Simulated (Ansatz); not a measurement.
# AlAs wire along [111], 38 atoms a period, H-terminated: bands along the axis

What gap, if any, does the AlAs wire along [111], 38 atoms a period, H-terminated have, and how many channels would it open?

Main program and level: Ansatz 0.2.0; DFT PBE, plane waves, PAW; relaxation of a wire's period; PAW set soft_1, in the first sound run; inputs show where later runs differ.

**1. The structure**

The cell holds 68 atoms: 19 Al, 19 As and 30 H. Its edges and angles: a = 17.467 Å, b = 19.099 Å, c = 9.925 Å, α = 90.0°, β = 90.0°, γ = 90.0°. Vacuum lies along a and b. The structure's axis is c.

**2. Relaxation of atoms and period**

Band widths follow the bond lengths, so the wire is relaxed first. The atoms and the third cell vector are free; the box across stays fixed as vacuum. A Fermi-Dirac smearing is set since the result may be a metal. The pressure printed is a third of the stress's trace over the whole box, vacuum included; only the stress along the axis is relaxed.

input.yaml

```yaml
crystal:
  lattice:
    - [17.467, 0.0, 0.0]
    - [0.0, 19.099, 0.0]
    - [0.0, 0.0, 9.9246511274]
  atoms:
    - { symbol: Al, position: [0.268042574, 0.500483565, 0.0] }
    - { symbol: Al, position: [0.384024764, 0.684204914, 0.0] }
    - { symbol: Al, position: [0.500006955, 0.500483565, 0.0] }
    - { symbol: Al, position: [0.615989146, 0.684204914, 0.0] }
    - { symbol: As, position: [0.268042574, 0.500483565, 0.25] }
    - { symbol: As, position: [0.384024764, 0.316762215, 0.25] }
    - { symbol: As, position: [0.384024764, 0.684204914, 0.25] }
    - { symbol: As, position: [0.500006955, 0.500483565, 0.25] }
    - { symbol: As, position: [0.615989146, 0.316762215, 0.25] }
    - { symbol: As, position: [0.615989146, 0.684204914, 0.25] }
    - { symbol: As, position: [0.731971337, 0.500483565, 0.25] }
    - { symbol: H, position: [0.194652774, 0.661715451, 0.28060268] }
    - { symbol: H, position: [0.500006955, 0.178019792, 0.28060268] }
    - { symbol: H, position: [0.805361137, 0.661715451, 0.28060268] }
    - { symbol: H, position: [0.195587676, 0.462226221, 0.302058925] }
    - { symbol: H, position: [0.311569867, 0.278504871, 0.302058925] }
    - { symbol: H, position: [0.384024764, 0.760719602, 0.302058925] }
    - { symbol: H, position: [0.615989146, 0.760719602, 0.302058925] }
    - { symbol: H, position: [0.688444044, 0.278504871, 0.302058925] }
    - { symbol: H, position: [0.804426235, 0.462226221, 0.302058925] }
    - { symbol: Al, position: [0.268042574, 0.622964465, 0.333333333] }
    - { symbol: Al, position: [0.384024764, 0.439243115, 0.333333333] }
    - { symbol: Al, position: [0.500006955, 0.622964465, 0.333333333] }
    - { symbol: Al, position: [0.500006955, 0.255521765, 0.333333333] }
    - { symbol: Al, position: [0.615989146, 0.439243115, 0.333333333] }
    - { symbol: Al, position: [0.731971337, 0.622964465, 0.333333333] }
    - { symbol: As, position: [0.268042574, 0.622964465, 0.583333333] }
    - { symbol: As, position: [0.384024764, 0.439243115, 0.583333333] }
    - { symbol: As, position: [0.500006955, 0.622964465, 0.583333333] }
    - { symbol: As, position: [0.500006955, 0.255521765, 0.583333333] }
    - { symbol: As, position: [0.615989146, 0.439243115, 0.583333333] }
    - { symbol: As, position: [0.731971337, 0.622964465, 0.583333333] }
    - { symbol: H, position: [0.194652774, 0.416753652, 0.613936014] }
    - { symbol: H, position: [0.268042574, 0.300500691, 0.613936014] }
    - { symbol: H, position: [0.426617156, 0.784196351, 0.613936014] }
    - { symbol: H, position: [0.573396755, 0.784196351, 0.613936014] }
    - { symbol: H, position: [0.731971337, 0.300500691, 0.613936014] }
    - { symbol: H, position: [0.805361137, 0.416753652, 0.613936014] }
    - { symbol: H, position: [0.195587676, 0.584707121, 0.635392258] }
    - { symbol: H, position: [0.268042574, 0.699479152, 0.635392258] }
    - { symbol: H, position: [0.427552057, 0.217264422, 0.635392258] }
    - { symbol: H, position: [0.572461853, 0.217264422, 0.635392258] }
    - { symbol: H, position: [0.731971337, 0.699479152, 0.635392258] }
    - { symbol: H, position: [0.804426235, 0.584707121, 0.635392258] }
    - { symbol: Al, position: [0.268042574, 0.378002665, 0.666666667] }
    - { symbol: Al, position: [0.384024764, 0.561724015, 0.666666667] }
    - { symbol: Al, position: [0.500006955, 0.378002665, 0.666666667] }
    - { symbol: Al, position: [0.500006955, 0.745445364, 0.666666667] }
    - { symbol: Al, position: [0.615989146, 0.561724015, 0.666666667] }
    - { symbol: Al, position: [0.731971337, 0.378002665, 0.666666667] }
    - { symbol: As, position: [0.268042574, 0.378002665, 0.916666667] }
    - { symbol: As, position: [0.384024764, 0.561724015, 0.916666667] }
    - { symbol: As, position: [0.500006955, 0.378002665, 0.916666667] }
    - { symbol: As, position: [0.500006955, 0.745445364, 0.916666667] }
    - { symbol: As, position: [0.615989146, 0.561724015, 0.916666667] }
    - { symbol: As, position: [0.731971337, 0.378002665, 0.916666667] }
    - { symbol: H, position: [0.194652774, 0.539234552, 0.947269347] }
    - { symbol: H, position: [0.310634965, 0.722955901, 0.947269347] }
    - { symbol: H, position: [0.384024764, 0.239260241, 0.947269347] }
    - { symbol: H, position: [0.615989146, 0.239260241, 0.947269347] }
    - { symbol: H, position: [0.689378946, 0.722955901, 0.947269347] }
    - { symbol: H, position: [0.805361137, 0.539234552, 0.947269347] }
    - { symbol: H, position: [0.195587676, 0.339745321, 0.968725591] }
    - { symbol: H, position: [0.500006955, 0.821960052, 0.968725591] }
    - { symbol: H, position: [0.804426235, 0.339745321, 0.968725591] }
    - { symbol: Al, position: [0.384024764, 0.316762215, 0.0] }
    - { symbol: Al, position: [0.615989146, 0.316762215, 0.0] }
    - { symbol: Al, position: [0.731971337, 0.500483565, 0.0] }
kpoints:
  mp_grid: { grid: [1, 1, 9] }
scf:
  occupations: { method: fermi_dirac, width: 0.05 }
hamiltonian:
  xc: pbe
  pseudopotentials: { kind: paw, azcp: { folder: soft_1 } }
relax:
  cell: { fix: [a, b, alpha, beta, gamma] }
  max_steps: 45
  f_tol: 0.03
```

Started as:

```bash
$ ansatz run input.yaml --threads 4 --pin off --max-ram 16384MiB --backend cpu --events-out ev --progress --plain --runs-dir out
```

Numbers of over 12 decimals in the logs are rounded to 6 here.

Log:

```text
Engine: ansatz 0.2.0, aarch64-unknown-linux-gnu
Pseudopotentials: kind: paw
Pseudopotential: Al, paw, valence charge 3, recommended cutoff 420 eV (normal), soft_1/Al.paw.azcp
Pseudopotential: As, paw, valence charge 15, recommended cutoff 420 eV (normal), soft_1/As.paw.azcp
Pseudopotential: H, paw, valence charge 1, recommended cutoff 420 eV (normal), soft_1/H.paw.azcp
Functional definition: PBE
  parameter kappa = 0.804
  parameter beta = 0.066725
  exchange = pbe_x(kappa = kappa, mu = beta*pi^2/3)
  correlation = pbe_c(beta = beta)
Crystal: 68 atoms, lattice volume = 3310.886 Å³
Basis set: ecut = 420 eV, 64681 PW (Γ), exchange–correlation on 240×256×144 points (8 copies of the dense FFT grid, shifted against one another)
Bands: 254, of which v1, the nominal top of the filled ones, is band 186 counted from 1 (185 counted from 0)
Symmetry: 2 space group operations
Space group: Pm (ITA 6), of the structure as read, at distance tolerance 1.5e-4 Å
k-points: 5 of 9 (time reversal used)
Non-local potential: Al, projectors of the file, l = 0: 2, l = 1: 2, l = 2: 1
Non-local potential: As, projectors of the file, l = 0: 2, l = 1: 2, l = 2: 3, l = 3: 1
Non-local potential: H, projectors of the file, l = 0: 2, l = 1: 1
PAW form: soft (Blöchl's): semilocal exchange-correlation on the pseudo side does not see the compensation charge
PAW one-centre angular grid: Al, 110 points (default); XC on 64 Gauss nodes
PAW one-centre angular grid: As, 590 points (default); XC on 64 Gauss nodes
PAW one-centre angular grid: H, 110 points (default); XC on 64 Gauss nodes
Initial density: superposition of atomic densities (neutral atoms: chi_scale 0, normalization atom)
Initial wavefunctions: pseudopotential atomic-orbital guess
Functional: x = pbe(κ = 0.804, μ = 0.219515), c = pbe(β = 0.066725)
SCF iter   1: F=—  HF=-102974.737140 eV  |F-HF|=—  |Δ(HF+E_count)|=         —  Δρ=3.43e-2  dr2=4.24e1  ethr=3.10e-3  ⟨swp⟩=7.0  Hψ=4620  notcnv=0  defer=72
preconditioner: auto → Resta (q_TF=auto, 1.895 Å⁻¹)  ε∞=1.9  [insulator: Δε(μ)=3.156 eV  Ē_g=9.392 eV  σ=0.050 eV  W_gap=1.00  n_scr=360 (ndim 8)  ℏωp=8.7 eV  f_vac=0.565  D(μ)=0.00/eV (n_scr^D=0)  ε∞_Penn≈1.9  vacuum switching on, ρ_ref=6.4e-3 e/Å³]
SCF iter   2: F=—  HF=-102963.293353 eV  |F-HF|=—  |Δ(HF+E_count)|=    1.14e1  Δρ=1.47e-2  dr2=8.04e0  ethr=3.10e-3  ⟨swp⟩=3.0  Hψ=1736  notcnv=0  defer=312
SCF iter   3: F=—  HF=-102961.237064 eV  |F-HF|=—  |Δ(HF+E_count)|=    2.06e0  Δρ=3.13e-3  dr2=1.09e0  ethr=2.16e-3  ⟨swp⟩=4.0  Hψ=1385  notcnv=0  defer=312
SCF iter   4: F=—  HF=-102961.061433 eV  |F-HF|=—  |Δ(HF+E_count)|=   1.76e-1  Δρ=1.39e-3  dr2=1.00e-1  ethr=2.94e-4  ⟨swp⟩=3.8  Hψ=1635  notcnv=0  defer=310
SCF iter   5: F=—  HF=-102961.069166 eV  |F-HF|=—  |Δ(HF+E_count)|=   7.73e-3  Δρ=4.70e-4  dr2=1.18e-2  ethr=2.69e-5  ⟨swp⟩=3.0  Hψ=1703  notcnv=0  defer=310
SCF iter   6: F=—  HF=-102961.068943 eV  |F-HF|=—  |Δ(HF+E_count)|=   2.23e-4  Δρ=1.54e-4  dr2=8.98e-4  ethr=3.16e-6  ⟨swp⟩=2.0  Hψ=1665  notcnv=0  defer=310
SCF iter   7: F=—  HF=-102961.069760 eV  |F-HF|=—  |Δ(HF+E_count)|=   8.17e-4  Δρ=4.77e-5  dr2=2.16e-4  ethr=2.41e-7  ⟨swp⟩=2.0  Hψ=1403  notcnv=0  defer=310
SCF iter   8: F=—  HF=-102961.069805 eV  |F-HF|=—  |Δ(HF+E_count)|=   4.49e-5  Δρ=1.74e-5  dr2=1.57e-5  ethr=5.82e-8  ⟨swp⟩=2.6  Hψ=1661  notcnv=0  defer=310
SCF iter   9: F=—  HF=-102961.069923 eV  |F-HF|=—  |Δ(HF+E_count)|=   1.19e-4  Δρ=5.67e-6  dr2=1.30e-6  ethr=4.21e-9  ⟨swp⟩=2.0  Hψ=1975  notcnv=0  defer=310
SCF iter  10: F=—  HF=-102961.069926 eV  |F-HF|=—  |Δ(HF+E_count)|=   2.44e-6  Δρ=1.74e-6  dr2=3.09e-7  ethr=3.49e-10  ⟨swp⟩=2.0  Hψ=1665  notcnv=0  defer=310
SCF iter  11: F=-102961.069926 eV  HF=-102961.069926 eV  |F-HF|=4.64e-8  |Δ(HF+E_count)|=   1.33e-7  Δρ=7.55e-7  dr2=8.15e-8  ethr=2.69e-11  ⟨swp⟩=4.6  Hψ=3528  notcnv=0
SCF 1 converged in 11 iterations: F = -102961.069926 eV  dr2 = 8.15e-8
  greatest PAW one-centre occupation: 0.999 electrons in one spin orbital (limit 2), on the As atom at site 29 (counted from 0), in its partial waves of l = 2
relax step   1: F+E_penalty+E_count = -102961.06992587 eV  Δ(F+E_penalty+E_count) = +0.000e0 eV  max|allowed force component| = 7.236e-1 eV/Å  Δτ_max = 0.0000 Å  P = +0.036 GPa  Ω = 3310.886 Å³  fix = [a, b, alpha, beta, gamma]  reactions: a -0.098, b -0.100 GPa; alpha -0.001 GPa/rad  (11 SCF iters, dr2 threshold 1.00e-7 eV, accepted)
Crystal: 68 atoms, lattice volume = 3324.358 Å³
Basis set: ecut = 420 eV, 64917 PW (Γ), exchange–correlation on 240×256×144 points (8 copies of the dense FFT grid, shifted against one another)
Initial density: handed on by an earlier stage of this run
Initial wavefunctions: those handed on with the density
iter 1 solved again at ethr=6.83e-4 eV; its pass at ethr=3.10e-3 eV (dr2=2.54e0 eV) is discarded
SCF iter   1: F=—  HF=-102963.314669 eV  |F-HF|=—  |Δ(HF+E_count)|=         —  Δρ=8.79e-3  dr2=2.57e0  ethr=6.83e-4  ⟨swp⟩=5.6  Hψ=6108  notcnv=0
preconditioner: auto → Resta (q_TF=auto, 1.894 Å⁻¹)  ε∞=1.9  [insulator: Δε(μ)=2.619 eV  Ē_g=8.930 eV  σ=0.050 eV  W_gap=1.00  n_scr=362 (ndim 8)  ℏωp=8.7 eV  f_vac=0.604  D(μ)=0.00/eV (n_scr^D=0)  ε∞_Penn≈1.9  vacuum switching on, ρ_ref=5.8e-3 e/Å³]
SCF iter   2: F=—  HF=-102962.740357 eV  |F-HF|=—  |Δ(HF+E_count)|=   5.74e-1  Δρ=4.16e-3  dr2=4.81e-1  ethr=6.83e-4  ⟨swp⟩=4.0  Hψ=2324  notcnv=0
SCF iter   3: F=—  HF=-102962.683092 eV  |F-HF|=—  |Δ(HF+E_count)|=   5.73e-2  Δρ=1.13e-3  dr2=1.52e-1  ethr=1.29e-4  ⟨swp⟩=4.2  Hψ=2195  notcnv=0  defer=124
SCF iter   4: F=—  HF=-102962.656827 eV  |F-HF|=—  |Δ(HF+E_count)|=   2.63e-2  Δρ=3.56e-4  dr2=4.30e-3  ethr=4.10e-5  ⟨swp⟩=2.8  Hψ=1490  notcnv=0  defer=295
SCF iter   5: F=—  HF=-102962.657797 eV  |F-HF|=—  |Δ(HF+E_count)|=   9.70e-4  Δρ=8.91e-5  dr2=3.99e-4  ethr=1.16e-6  ⟨swp⟩=2.0  Hψ=1686  notcnv=0  defer=295
SCF iter   6: F=—  HF=-102962.657851 eV  |F-HF|=—  |Δ(HF+E_count)|=   5.32e-5  Δρ=2.92e-5  dr2=6.74e-5  ethr=1.07e-7  ⟨swp⟩=2.0  Hψ=1566  notcnv=0  defer=295
SCF iter   7: F=-102962.657856 eV  HF=-102962.657855 eV  |F-HF|=9.84e-7  |Δ(HF+E_count)|=   4.48e-6  Δρ=7.67e-6  dr2=3.10e-6  ethr=1.83e-9  ⟨swp⟩=3.0  Hψ=4153  notcnv=0
SCF 2 converged in 7 iterations: F = -102962.657856 eV  dr2 = 3.10e-6
  greatest PAW one-centre occupation: 0.999 electrons in one spin orbital (limit 2), on the As atom at site 31 (counted from 0), in its partial waves of l = 2
[...]
atom   1  Al     0.00208287     0.00557379     0.00074758
  atom   2  Al    -0.00374136    -0.00447052     0.00079553
  atom   3  Al    -0.00000000     0.00007736     0.00576311
  atom   4  Al     0.00374136    -0.00447052     0.00079553
  atom   5  As     0.00306321    -0.00292463    -0.00435269
  atom   6  As    -0.00100590     0.00409029    -0.00435420
  atom   7  As     0.00393111    -0.00105764    -0.00439592
  atom   8  As     0.00000000    -0.00013603    -0.01668920
  atom   9  As     0.00100590     0.00409029    -0.00435420
  atom  10  As    -0.00393111    -0.00105764    -0.00439592
  atom  11  As    -0.00306321    -0.00292463    -0.00435269
  atom  12  H      0.00518611    -0.00298712     0.00529180
  atom  13  H     -0.00000000     0.00571463     0.00519145
  atom  14  H     -0.00518611    -0.00298712     0.00529180
  atom  15  H      0.00409723     0.00126803     0.00125413
  atom  16  H      0.00320819     0.00283292     0.00130224
  atom  17  H      0.00095307    -0.00412844     0.00125848
  atom  18  H     -0.00095307    -0.00412844     0.00125848
  atom  19  H     -0.00320819     0.00283292     0.00130224
  atom  20  H     -0.00409723     0.00126803     0.00125413
  atom  21  Al    -0.01135920     0.00661926    -0.01084535
  atom  22  Al     0.00132289     0.00096037     0.00801545
  atom  23  Al    -0.00000000    -0.00152911     0.00813428
  atom  24  Al     0.00000000    -0.01249800    -0.01086526
  atom  25  Al    -0.00132289     0.00096037     0.00801545
  atom  26  Al     0.01135920     0.00661926    -0.01084535
  atom  27  As     0.01143536    -0.00662396     0.00659971
  atom  28  As    -0.00351295    -0.00212688     0.01263985
  atom  29  As    -0.00000000     0.00328127     0.01273076
  atom  30  As     0.00000000     0.01332414     0.00656781
  atom  31  As     0.00351295    -0.00212688     0.01263985
  atom  32  As    -0.01143536    -0.00662396     0.00659971
  atom  33  H      0.00452209    -0.00026844    -0.00077312
  atom  34  H      0.00225769     0.00401871    -0.00069103
  atom  35  H      0.00274683    -0.00385320    -0.00063417
  atom  36  H     -0.00274683    -0.00385320    -0.00063417
  atom  37  H     -0.00225769     0.00401871    -0.00069103
  atom  38  H     -0.00452209    -0.00026844    -0.00077312
  atom  39  H      0.00239323     0.00541602     0.00351994
  atom  40  H     -0.00347171    -0.00477203     0.00357359
[...]
atom  57  H     -0.00072726    -0.00077840     0.00273885
  atom  58  H      0.00023774     0.00097640     0.00269407
  atom  59  H     -0.00093432    -0.00039185     0.00278187
  atom  60  H      0.00093432    -0.00039185     0.00278187
  atom  61  H     -0.00023774     0.00097640     0.00269407
  atom  62  H      0.00072726    -0.00077840     0.00273885
  atom  63  H      0.00662579     0.00382566     0.01018643
  atom  64  H     -0.00000000    -0.00762894     0.01023128
  atom  65  H     -0.00662579     0.00382566     0.01018643
  atom  66  Al     0.00569414    -0.00085825     0.00064229
  atom  67  Al    -0.00569414    -0.00085825     0.00064229
  atom  68  Al    -0.00208287     0.00557379     0.00074758
  max |Σ_I F_I| component: 1.53e-6 eV/Å
--- Stress (GPa, compression-positive) ---
       -0.000759      -0.000000      -0.000000
       -0.000000      -0.003322       0.000023
       -0.000000       0.000022       0.008896
  P = ⅓ Tr σ = 0.0016 GPa (0.016 kbar)
--- Relaxed structure (4 steps of the walk, 4 accepted, 1 SCFs on fresh bases) ---
  F+E_penalty+E_count = -102962.77613613 eV   max|allowed force component| = 1.843e-2 eV/Å   (the final SCF, on the basis selected at the relaxed cell)
  cell:  # Å, volume = 3321.0175 Å³
    - [17.467, 0, 0]
    - [0, 19.099, 0]
    - [0, 0, 9.955022]
  atoms:
    - { symbol: Al, position: [0.263325, 0.502398, -0.00415074] }
    - { symbol: Al, position: [0.379857, 0.687011, -0.00414883] }
    - { symbol: Al, position: [0.500000, 0.500491, 0.00345465] }
    - { symbol: Al, position: [0.620143, 0.687011, -0.00414883] }
    - { symbol: As, position: [0.274041, 0.503993, 0.247664] }
    - { symbol: As, position: [0.390329, 0.319765, 0.247662] }
    - { symbol: As, position: [0.383700, 0.677716, 0.247661] }
    - { symbol: As, position: [0.500000, 0.500491, 0.253551] }
    - { symbol: As, position: [0.609671, 0.319765, 0.247662] }
    - { symbol: As, position: [0.616300, 0.677716, 0.247661] }
    - { symbol: As, position: [0.725959, 0.503993, 0.247664] }
    - { symbol: H, position: [0.185060, 0.666751, 0.283287] }
    - { symbol: H, position: [0.500000, 0.167924, 0.283221] }
    - { symbol: H, position: [0.814940, 0.666751, 0.283287] }
    - { symbol: H, position: [0.203587, 0.466620, 0.301817] }
    - { symbol: H, position: [0.319719, 0.282635, 0.301806] }
    - { symbol: H, position: [0.383859, 0.752206, 0.301795] }
    - { symbol: H, position: [0.616141, 0.752206, 0.301795] }
    - { symbol: H, position: [0.680281, 0.282635, 0.301806] }
    - { symbol: H, position: [0.796413, 0.466620, 0.301817] }
    - { symbol: Al, position: [0.260682, 0.626867, 0.328243] }
    - { symbol: Al, position: [0.385762, 0.440175, 0.343345] }
    - { symbol: Al, position: [0.500000, 0.621147, 0.343335] }
    - { symbol: Al, position: [0.500000, 0.247767, 0.328231] }
    - { symbol: Al, position: [0.614238, 0.440175, 0.343345] }
    - { symbol: Al, position: [0.739318, 0.626867, 0.328243] }
    - { symbol: As, position: [0.274625, 0.619488, 0.579074] }
    - { symbol: As, position: [0.381785, 0.438064, 0.590589] }
    - { symbol: As, position: [0.500000, 0.625336, 0.590585] }
    - { symbol: As, position: [0.500000, 0.262471, 0.579055] }
    - { symbol: As, position: [0.618215, 0.438064, 0.590589] }
    - { symbol: As, position: [0.725375, 0.619488, 0.579074] }
    - { symbol: H, position: [0.190391, 0.421298, 0.610041] }
    - { symbol: H, position: [0.270230, 0.294827, 0.610083] }
    - { symbol: H, position: [0.420148, 0.785281, 0.610080] }
    - { symbol: H, position: [0.579852, 0.785281, 0.610080] }
    - { symbol: H, position: [0.729770, 0.294827, 0.610083] }
    - { symbol: H, position: [0.809609, 0.421298, 0.610041] }
    - { symbol: H, position: [0.202429, 0.588218, 0.638598] }
    - { symbol: H, position: [0.268136, 0.692305, 0.638592] }
    - { symbol: H, position: [0.434292, 0.220909, 0.638543] }
    - { symbol: H, position: [0.565708, 0.220909, 0.638543] }
    - { symbol: H, position: [0.731864, 0.692305, 0.638592] }
    - { symbol: H, position: [0.797571, 0.588218, 0.638598] }
    - { symbol: Al, position: [0.261012, 0.374282, 0.659168] }
    - { symbol: Al, position: [0.389429, 0.558881, 0.677103] }
    - { symbol: Al, position: [0.500000, 0.383717, 0.677088] }
    - { symbol: Al, position: [0.500000, 0.752890, 0.659211] }
    - { symbol: Al, position: [0.610571, 0.558881, 0.677103] }
    - { symbol: Al, position: [0.738988, 0.374282, 0.659168] }
    - { symbol: As, position: [0.273699, 0.380986, 0.910757] }
    - { symbol: As, position: [0.383698, 0.561902, 0.924278] }
    - { symbol: As, position: [0.500000, 0.377654, 0.924268] }
    - { symbol: As, position: [0.500000, 0.739495, 0.910785] }
    - { symbol: As, position: [0.616302, 0.561902, 0.924278] }
    - { symbol: As, position: [0.726301, 0.380986, 0.910757] }
    - { symbol: H, position: [0.188233, 0.542595, 0.947476] }
    - { symbol: H, position: [0.304198, 0.726311, 0.947459] }
    - { symbol: H, position: [0.384030, 0.232474, 0.947541] }
    - { symbol: H, position: [0.615970, 0.232474, 0.947541] }
    - { symbol: H, position: [0.695802, 0.726311, 0.947459] }
    - { symbol: H, position: [0.811767, 0.542595, 0.947476] }
    - { symbol: H, position: [0.203205, 0.343752, 0.965562] }
    - { symbol: H, position: [0.500000, 0.813939, 0.965590] }
    - { symbol: H, position: [0.796795, 0.343752, 0.965562] }
    - { symbol: Al, position: [0.383467, 0.312070, -0.00414965] }
    - { symbol: Al, position: [0.616533, 0.312070, -0.00414965] }
    - { symbol: Al, position: [0.736675, 0.502398, -0.00415074] }
[key lines of the parts left out:]
SCF converged after 6 iterations
Free energy (F): -102962.776136 eV
Fermi energy:    -1.301242 eV
```

Elapsed: 12 min, on 4 threads of Arm Neoverse V1, shared host; peak memory 11 GiB.

(Part 1 of 2 ends here.)

[Logs are printed without paths, hosts, clocks, repeated set-up lines and the standing remarks that a program may print on its own settings, such as how far it seeks lower states.]

[Hosts, paths, dates, database ids (printed as entryN), source tags and the programs' standing remarks are cut or masked in the printed files.]
